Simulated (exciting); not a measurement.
Wanted: the native input for an exciting (release sodium) run.

- Task: band structure
- Functional: PBEsol
- Potentials or basis: all-electron LAPW+lo, shipped species files, valence relativity iora*
- rgkmax: 9
- k mesh: 12 × 12 × 12
- Occupations: fermi-dirac, width 0.05 eV
- Spin: no spin polarisation
- outputlevel: low
- gmaxvr (cutoff of density and potential): 14 1/bohr
- lmaxapw (and lmaxmat): 10
- lmaxvr: 8
- nempty: 12
- Valence relativity: iora*
- epsengy: 1e-05 Ha
- epspot: 1e-05 Ha
- maxscl: 60
- Muffin-tin radii: Ir 2.3 bohr

Crystal: Ir.

```xyz
1
Lattice="0.0000 1.9156 1.9156 1.9156 0.0000 1.9156 1.9156 1.9156 0.0000" Properties=species:S:1:pos:R:3 pbc="T T T"
Ir    0.0000    0.0000    0.0000
```

The input as run:

input.xml

```xml
<input>
  <title>Ir</title>
  <structure speciespath="./" tshift="false">
    <crystal scale="1">
      <basevect>0.000000000000 3.619959364333 3.619959364333</basevect>
      <basevect>3.619959364333 0.000000000000 3.619959364333</basevect>
      <basevect>3.619959364333 3.619959364333 0.000000000000</basevect>
    </crystal>
    <species speciesfile="Ir.xml" rmt="2.3">
      <atom coord="0.000000000000 0.000000000000 0.000000000000"/>
    </species>
  </structure>
  <groundstate do="fromscratch" ngridk="12 12 12" rgkmax="9" gmaxvr="14" lmaxapw="10" lmaxmat="10" lmaxvr="8" xctype="GGA_PBE_SOL" stype="Fermi Dirac" swidth="0.00183747" nempty="12" ValenceRelativity="iora*" epsengy="1e-05" epspot="1e-05" maxscl="60" outputlevel="low"/>
  <properties>
    <bandstructure>
      <plot1d>
        <path steps="80">
          <point coord="0 0 0" label="G"/>
          <point coord="0.5 0 0.5" label="X"/>
          <point coord="0.5 0.25 0.75" label="W"/>
          <point coord="0.375 0.375 0.75" label="K"/>
          <point coord="0 0 0" label="G"/>
          <point coord="0.5 0.5 0.5" label="L"/>
          <point coord="0.625 0.25 0.625" label="U"/>
          <point coord="0.5 0.25 0.75" label="W"/>
          <point coord="0.5 0.5 0.5" label="L"/>
          <point coord="0.375 0.375 0.75" label="K" breakafter="true"/>
          <point coord="0.625 0.25 0.625" label="U"/>
          <point coord="0.5 0 0.5" label="X"/>
        </path>
      </plot1d>
    </bandstructure>
  </properties>
</input>
```

Potentials or basis: all-electron LAPW+lo, shipped species files, valence relativity iora*.

The run is started by

```console
$ OMP_NUM_THREADS=1 exciting_smp
```

It gave:

The band gap on the k mesh is none (metal or under the smearing width).

Caveat: the log's total energy holds no entropy term; the free energy is that total less TS from the occupations; spin-orbit coupling is left out, which moves the levels of the heavy elements.

It took 39 s on 1 thread of Arm Neoverse V2 (shared host), peak memory 0.09 GiB.
